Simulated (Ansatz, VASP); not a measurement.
WSe2 in VASP and in Ansatz

```
CELL_PARAMETERS angstrom
3.27902 0.00000 0.00000
-1.63951 2.83971 0.00000
0.00000 0.00000 12.78851
ATOMIC_POSITIONS crystal
W 0.33333 0.66667 0.25000
W 0.66667 0.33333 0.75000
Se 0.33333 0.66667 0.61829
Se 0.66667 0.33333 0.11829
Se 0.33333 0.66667 0.88171
Se 0.66667 0.33333 0.38171
```

Alike in both runs: functional PBE; dispersion D3(BJ); k mesh 9 × 9 × 2; occupations gaussian, width 0.02 eV; no spin polarisation.

Ansatz relaxed the structure, and its values are those at the end. VASP's run is a single point on that final structure, the one shown.

```csv
,VASP,Ansatz
version,VASP 6.6.1,Ansatz 0.2.0
potentials or method,"VASP PAW PBE potentials, release 64 (W_sv, Se)","scalar-relativistic, plane waves, PAW"
plane-wave cutoff (eV),520,420
valence electrons in the cell,52,92
```

```tsv
	VASP	Ansatz	Ansatz less VASP
gap on the k mesh at the Fermi level (eV)	0.99	1.00	+0.005
least direct gap on the mesh (eV)	1.56	1.57	+0.003
pressure (GPa)	0.3	0.0	-0.33
rms of the force components (eV/Å)	0.022	0.001	-0.0212
```

The two sets of potentials don't hold the same shells in valence.

Caveats: spin-orbit coupling is left out, which moves the levels of the heavy elements; an odd mesh through Γ misses points on the zone boundary, where band edges often lie.
